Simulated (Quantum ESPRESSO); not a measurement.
SiO2:

```
Si O
1.0
     4.23317    0.00000    0.00000
     0.00000    4.23317    0.00000
     0.00000    0.00000    2.69349
Si O
2 4
Cartesian
  0.0000 0.0000 0.0000
  2.1166 2.1166 1.3467
  3.4155 0.8177 1.3467
  1.2989 1.2989 0.0000
  0.8177 3.4155 1.3467
  2.9343 2.9343 0.0000
```

The cell comes from a database or a generator and needn't be the stable form of this composition.

Base run:

* Program: Quantum ESPRESSO 7.5
* Functional: PBE
* Potentials or basis: SSSP 1.3 efficiency PBE
* Cutoff: 748 eV
* Density cutoff: 5987 eV
* k mesh: 6 × 6 × 10
* Occupations: fermi-dirac, width 0.05 eV
* Spin: no spin polarisation

Its results: band gap on the k mesh 5.04 eV, direct; pressure 0.1 GPa; largest force 0.011 eV/Å.

Problem. The run is repeated on the same cell with these changes: potentials or basis from SSSP 1.3 efficiency PBE to SG15 PBE 1.2; cutoff from 748 eV to 1197 eV; density cutoff from 5987 eV to 4789 eV; k mesh from 6 × 6 × 10 to 4 × 4 × 6. What comes out?

Solution. Band gap on the k mesh 5.12 eV, direct; pressure 1.3 GPa; largest force 0.069 eV/Å.

A k mesh can miss the band edges.
